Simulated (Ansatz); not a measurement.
An input for Ansatz 0.2.0 (KF (Carobbiite)):

input.yaml

```yaml
crystal:
  lattice:
    - [0.0, 1.41388157, 1.41388157]
    - [1.41388157, 0.0, 1.41388157]
    - [1.41388157, 1.41388157, 0.0]
  atoms:
    - { symbol: K, position: [0.0, 0.0, 0.0] }
    - { symbol: F, position: [0.5, 0.5, 0.5] }
hamiltonian:
  xc: lc_wpbe
  pseudopotentials: { kind: nc, source: spms }
  dispersion: d3bj
kpoints:
  mp_grid: { grid: [5, 5, 5] }
scf:
  occupations: { method: fixed }
  max_iter: 80
output:
  forces: true
  stress: true
  eigenvalues: true
  polarization: {}
```

Potentials or basis: SPMS NC.

Run with:

```sh
$ ansatz run input.yaml --threads 1 --pin off --max-ram 2560MiB --backend cpu --events-out ev --progress --plain --runs-dir out
```

**Question.** What does the program do with it?

**Answer.** The run stopped without a result. It printed:

Output:

```text
Error: kpoints.band_path / output.eigenstates.kpoints / output.eigenstates.nscf_kmesh / output.wannier / output.states_by_energy / output.dos.nscf_kmesh / output.optics.nscf_kmesh / output.boltztrap / output.local_orbitals.kmesh / output.polarization (unless states: scf) / output.orbitals (by a pass of its own) / gw: / phonons.commensurate_couplings.mesh / output.given_orbital_levels with hamiltonian.xc: <exact exchange of several ranges> with hamiltonian.xc: <exact exchange that reaches to infinity> — behind a hybrid SCF this pass is solved under, or applies, the exchange operator itself, at k-points off the SCF's mesh, which is served of several ranges of exact exchange only where none reaches to infinity: one that does (lc_wpbe's) diverges towards zero momentum transfer, and no level off the mesh has been held to a reference under several; use a hybrid whose last range ends, as hiss, or one of one range, or do without the pass
```
